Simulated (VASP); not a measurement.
The system is KBr.

```
K Br
1.0
     0.00000    3.27989    3.27989
     3.27989    0.00000    3.27989
     3.27989    3.27989    0.00000
K Br
1 1
Cartesian
  0.0000 0.0000 0.0000
  3.2799 3.2799 3.2799
```

| Property | Result |
| --- | --- |
| Program | VASP 6.6.1 |
| Task | relaxation of cell and atoms |
| Functional | HSE06 |
| Potentials or basis | VASP PAW PBE potentials, release 64 (K_sv, Br) |
| Cutoff | 520 eV |
| k mesh | 4 × 4 × 4 |
| Occupations | gaussian, width 0.03 eV |
| Spin | no spin polarisation |

At the start: pressure 0.8 GPa; volume 35.28 Å³/atom.

Q: How do energy, volume and symmetry change on relaxing?

A: Over 4 steps the energy falls by 4.3 meV/atom and the volume is 37.09 Å³/atom (+5.1 %); space group Fm-3m (No. 225, to 0.05 Å).

The path:
```csv
step,energy change (eV),largest force (eV/Å),pressure (GPa),volume (Å³)
1,0.0000,0.0000,0.81,70.57
2,-0.0066,0.0000,0.37,72.40
3,-0.0085,0.0000,-0.07,74.51
4,-0.0085,0.0000,0.00,74.17
```

Final structure:
```
K Br
1.0
     0.00000    3.33484    3.33484
     3.33484    0.00000    3.33484
     3.33484    3.33484    0.00000
K Br
1 1
Direct
  0.00000 0.00000 0.00000
  0.50000 0.50000 0.50000
```

Caveat: the PAW data sets were made with another functional, which shifts forces and pressure a little.
